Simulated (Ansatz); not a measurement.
Independent-particle absorption of RbBr (Fm-3m, a = 7.017 Å, b = 7.017 Å, c = 7.017 Å, α = 90.00°, β = 90.00°, γ = 90.00°), no local fields or excitons, 0.1 eV broadening. All numbers below come from Ansatz 0.2.0, DFT PBE, scalar-relativistic, plane waves, PAW.

Settings: cutoff 420 eV, Γ-centred mesh 6×6×6 on the computed 2-atom cell, Gaussian smearing of 0.02 eV; no spin polarisation. The spectrum is summed on a 9×9×9 mesh.

```
Rb Br
1.0
     0.00000    3.50868    3.50868
     3.50868    0.00000    3.50868
     3.50868    3.50868    0.00000
Rb Br
1 1
Direct
  0.00000 0.00000 0.00000
  0.50000 0.50000 0.50000
```

(photon energy (eV), ε2,zz): (0.0, 0.00), (0.4, 0.00), (0.8, 0.00), (1.0, 0.00), (1.4, 0.00), (1.8, 0.00), (2.2, 0.00), (2.6, 0.00), (3.0, 0.00), (3.2, 0.00), (3.6, 0.00), (4.0, 0.00), (4.4, 0.37), (4.8, 0.62), (5.2, 0.79), (5.4, 0.87), (5.8, 1.17), (6.2, 2.34), (6.6, 3.15), (7.0, 5.03), (7.4, 2.43), (7.6, 2.01), (8.0, 1.12), (8.4, 2.64), (8.8, 3.96), (9.2, 3.91), (9.6, 2.80), (9.8, 2.05), (10.2, 1.25), (10.6, 0.80), (11.0, 0.84), (11.4, 0.91), (11.8, 0.80), (12.0, 0.98), (12.4, 0.65), (12.8, 0.45)

The strongest peak lies near 7.0 eV. ε∞ (xx, yy, zz) = 2.7, 2.7, 2.7.

Cost: 1 run of about 0.21 core-minutes, on Arm Neoverse V2 (shared hosts).